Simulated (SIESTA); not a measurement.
Crystal: BaZrO3.

```
Ba Zr O
1.0
     4.19134    0.00000    0.00000
     0.00000    4.19134    0.00000
     0.00000    0.00000    4.19134
Ba Zr O
1 1 3
Direct
  0.00000 0.00000 0.00000
  0.50000 0.50000 0.50000
  0.50000 0.50000 0.00000
  0.50000 0.00000 0.50000
  0.00000 0.50000 0.50000
```

Base run:

* Program: SIESTA 5.4.2
* Functional: LDA
* Potentials or basis: PseudoDojo 0.4 standard (LDA files)
* Basis: DZP (energy shift 0.003 Ry; two zetas on semicore shells; d shell added on Ba)
* Grid cutoff: 800 Ry
* Energy shift: 0.003 Ry
* k mesh: 6 × 6 × 6
* Occupations: fermi-dirac, width 0.05 eV
* Spin: no spin polarisation

Its results: band gap on the k mesh 2.92 eV, indirect (least direct gap 3.09 eV); pressure -2.2 GPa.

Q: The run is repeated on the same cell with these changes: functional from LDA to PBE; potentials or basis from PseudoDojo 0.4 standard (LDA files) to PseudoDojo 0.4 standard (PBE files). What comes out?

A: Band gap on the k mesh 3.01 eV, indirect (least direct gap 3.18 eV); pressure 7.1 GPa.

Caveats: this set's barium file shifts pressures by up to 1 GPa against other sets; spin-orbit coupling is left out, which moves the levels of the heavy elements; the basis of atomic orbitals isn't converged, which shifts pressures, moduli and gaps.
